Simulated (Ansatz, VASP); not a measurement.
## Two plane-wave programs on MoH5

```
H Mo
1.0
     2.74721    0.00000    0.00000
     0.00000    2.74721    0.00000
     0.00000    0.00000    4.62781
H Mo
5 1
Direct
  0.50000 0.50000 0.40745
  0.50000 0.50000 0.59255
  0.00000 0.00000 0.29032
  0.00000 0.00000 0.70968
  0.00000 0.00000 0.50000
  0.50000 0.50000 0.00000
```

Change from the starting cell: species swapped into the Hf5Pb type (P4/mmm, No. 123).

Alike in both runs: functional PBE; k mesh 8 × 8 × 2; occupations gaussian, width 0.1 eV; no spin polarisation.

Ansatz relaxed the structure, and its values are those at the end. VASP's run is a single point on that final structure, the one shown.

```csv
,VASP,Ansatz
version,VASP 6.6.1,Ansatz 0.2.0
potentials or method,"VASP PAW PBE potentials, release 64 (H, Mo_sv)","scalar-relativistic, plane waves, PAW"
plane-wave cutoff (eV),520,420
valence electrons in the cell,19,19
```

|  | VASP | Ansatz | Ansatz less VASP |
| --- | --- | --- | --- |
| gap on the k mesh at the Fermi level (eV) | none | none | - |
| pressure (GPa) | -0.1 | 0.0 | +0.12 |

A gap of «none» marks a metal or a gap that the smearing closes. With one functional, cell and mesh, what is left measures potentials, basis and numerics.

Caveats: the k mesh is coarse (spacing up to 0.68 Å⁻¹), so the values aren't converged.
